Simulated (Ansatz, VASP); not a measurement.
## TiB2, level by level in two programs

```
Ti B
1.0
     3.06906    0.00000    0.00000
    -1.53453    2.65789    0.00000
     0.00000    0.00000    3.27088
Ti B
1 2
Direct
  0.00000 0.00000 0.00000
  0.66667 0.33333 0.50000
  0.33333 0.66667 0.50000
```

Single points on this cell with VASP 6.6.1 and Ansatz 0.2.0. Each row is one pair of runs. Alike in all rows: spin: off; k mesh: 10 × 10 × 8; smearing: fermi-dirac, width 0.05 eV.

```tsv
level	VASP's potentials, cutoff	Ansatz's potentials, cutoff	gap on the k mesh at the Fermi level (eV), VASP	gap on the k mesh at the Fermi level (eV), Ansatz	pressure (GPa), VASP	pressure (GPa), Ansatz	largest component of the traceless stress (GPa), VASP	largest component of the traceless stress (GPa), Ansatz
LDA	VASP PAW LDA potentials, release 64 (Ti_sv, B), 520 eV	Ansatz PAW, 420 eV	none	none	-19.3	-19.7	0.66	0.67
PBEsol	VASP PAW PBE potentials, release 64 (Ti_sv, B), 520 eV	Ansatz PAW, 420 eV	none	?	-13.7	?	0.11	?
r2SCAN	VASP PAW PBE potentials, release 64 (Ti_sv, B), 520 eV	Ansatz PAW, 500 eV	none	none	-9.8	-10.5	1.83	1.76
```

Problem. Fill in what Ansatz gave in row 2.

Solution. gap on the k mesh at the Fermi level (eV): none; pressure (GPa): -14.0; largest component of the traceless stress (GPa): 0.05.

A gap of «none» marks a metal or a gap that the smearing closes.

Caveats: so large a pressure means that the cell lies far from this level's equilibrium, or that cutoff or potentials fall short (VASP); the PAW data sets were made with another functional, which shifts forces and pressure a little (VASP); the PAW data sets come from PBE, with cores solved anew for the run's functional, which leaves a small shift of forces and pressure (Ansatz).
